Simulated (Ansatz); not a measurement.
LiCl, h-MgO type, relaxed with r2SCAN in Ansatz. The symmetry is P6_3/mmc (No. 194, hexagonal); conventional cell a = 4.162 Å, c = 5.233 Å, 19.62 Å³ an atom. Li has 5 Cl at 2.40–2.62 Å; Cl has 5 Li at 2.40–2.62 Å.

The axes x, y and z are those of this cell:
```xyz
4
Lattice="4.1619 0.0000 0.0000 -2.0809 3.6043 0.0000 0.0000 0.0000 5.2325" Properties=species:S:1:pos:R:3 pbc="T T T"
Li    0.0000    2.4029    1.3081
Li    2.0809    1.2014    3.9244
Cl    2.0809    1.2014    1.3081
Cl    0.0000    2.4029    3.9244
```

Unstrained: PBE gives a direct gap of 5.652 eV at Γ. r2SCAN gives a direct gap of 6.297 eV at Γ. HSE06 gives a direct gap of 6.946 eV at Γ. Meshes: PBE 12×12×6, r2SCAN 12×12×6, HSE06 6×6×4. Strains are changes of length per length. After each strain the atoms were relaxed again with r2SCAN within the symmetry that the strain leaves, so tilts or polar shifts that break it weren't tested; points keep the names that they have in the unstrained zone. No spin polarisation. The prototype was imposed, so other structures may be more stable.

Q: Apply isotropic +1.47 % on every length. How far does the gap move, against the unstrained cell?

A: PBE: the gap goes from 5.652 to 5.518 eV (-0.134 eV); with r2SCAN the top three valence levels at Γ, grouped 1+2 from the top over 627 meV, become 1+2 over 589 meV. r2SCAN: the gap goes from 6.297 to 6.160 eV (-0.137 eV). HSE06: the gap goes from 6.946 to 6.806 eV (-0.140 eV). The r2SCAN energy rises by 3.2 meV an atom.

Q: Apply biaxial +0.71 % in x and y, z held. How far does the gap move, against the unstrained cell?

A: PBE: the gap goes from 5.652 to 5.618 eV (-0.034 eV); with r2SCAN the top three valence levels at Γ, grouped 1+2 from the top over 627 meV, become 1+2 over 598 meV. r2SCAN: the gap goes from 6.297 to 6.260 eV (-0.037 eV). HSE06: the gap goes from 6.946 to 6.909 eV (-0.037 eV). The r2SCAN energy rises by 0.4 meV an atom.

The meshes of the hybrids are coarse, so their gaps aren't converged to the digits shown.

The splittings at Γ are without spin-orbit coupling, which regroups them where it is of like size or larger.
